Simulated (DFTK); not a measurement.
WC (Qusongite) in DFTK: convergence with cutoff

WC (Qusongite):

```xyz
2
Lattice="2.8862 -0.0297 0.0062 -1.4688 2.5521 0.0456 0.0061 0.0549 2.8352" Properties=species:S:1:pos:R:3 pbc="T T T"
W     0.0000    0.0000    0.0000
C     1.4376    0.8583    1.4370
```

The cell isn't the ideal one: cell strained at random.

- Program: DFTK 0.8.2
- Task: convergence study
- Functional: LDA
- Potentials or basis: cp2k.nc.sr.lda.v0_1.semicore.gth (LDA, GTH)
- Cutoff: 408 eV
- k mesh: 4 × 4 × 4
- Occupations: gaussian, width 0.02 eV
- Spin: collinear spin, ferromagnetic start
- Starting moments: [0.5, 0.0] μB

These are the settings of the first run; the series varies cutoff, with any setting tied to it.

Hardware: 1 thread of AMD EPYC 9R45 96-Core Processor (Zen 5) (shared host).

Question: The values tried are 408.171 eV, 517.016 eV, 625.862 eV, 789.13 eV, 979.61 eV, 1142.88 eV, 1360.57 eV, 1659.89 eV, loosest first. From which on does the largest force stay within 0.005 eV/Å of the tightest run that finished?

Answer: From 1360.57 eV on.

```tsv
cutoff	energy less the tightest run, at zero smearing (meV/atom)	pressure (GPa)	largest force (eV/Å)	SCF cycles
408.171 eV	5869.76	-134.40	0.267	14
517.016 eV	3126.87	-103.25	0.186	15
625.862 eV	1597.11	-69.21	0.185	15
789.13 eV	546.49	-34.77	0.184	14
979.61 eV	163.02	-17.16	0.215	15
1142.88 eV	60.15	-11.56	0.228	15
1360.57 eV	15.57	-8.87	0.235	15
1659.89 eV	0.00	-7.88	0.234	15
```

Not settled before the last step: the energy (to 1 meV/atom), the pressure (to 0.1 GPa). The tightest run that finished is the yardstick and may itself not be fully converged.

Caveat, for the tightest run too: the k mesh is coarse (spacing up to 0.63 Å⁻¹), so the values aren't converged. The run has no spin-orbit coupling, so splittings on W are missing.
